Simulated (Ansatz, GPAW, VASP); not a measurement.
## Pd: 3 runs at one level of theory

```
Pd
1.0
     0.00000    1.94650    1.94650
     1.94650    0.00000    1.94650
     1.94650    1.94650    0.00000
Pd
1
Direct
  0.00000 0.00000 0.00000
```

Alike in all runs: task single point; functional PBE; k mesh 12 × 12 × 12; occupations gaussian, width 0.1 eV; no spin polarisation; no spin-orbit coupling. Pressure is positive in compression and, in plane waves, holds the error of the finite cutoff.

| program and potentials | plane-wave cutoff (eV) | notes | band gap (eV) | pressure (GPa) |
| --- | --- | --- | --- | --- |
| GPAW, GPAW PAW data sets (gpaw-data 1.2.1) | 600 | 16 valence electrons an atom on average | no gap | 6.85 |
| Ansatz, all-electron LAPW, scalar-relativistic | - | - | no gap | 6.79 |
| VASP, PBE PAW files Pd_GW, 550 eV | 550 | 10 valence electrons an atom on average | no gap | 5.66 |

None finds a gap. The pressure spans 5.66 (VASP, PBE PAW files Pd_GW, 550 eV) to 6.85 GPa (GPAW, GPAW PAW data sets (gpaw-data 1.2.1)), with all-electron results at 6.79.

The functional is the same throughout but for its coding, so the spread measures potentials, basis and numerics; runs on potential files found faulty are left out.

All three runs give a metal under compression, so PBE would expand this cell. The cell is close to the measured one for fcc palladium, and the positive pressure fits the functional's known tendency to make late 4d metals too large: its gradient correction favours inhomogeneous densities and so weakens the cohesion. The metallic character follows from the overlap of the 4d band with the broad sp band, which leaves holes at the top of the d states, although the free atom has a filled 4d shell.

GPAW, at 6.85 GPa, nearly matches the all-electron 6.79 GPa, while VASP gives a lower 5.66 GPa. The VASP data set keeps the 4p shell in the core, whereas the GPAW one treats it as valence. Since this shell responds to compression, freezing it may contribute to the difference, alongside other features of the potential and the basis. The agreement on a metallic state doesn't settle whether palladium, which is close to a ferromagnetic instability, would develop a moment at this volume with PBE.
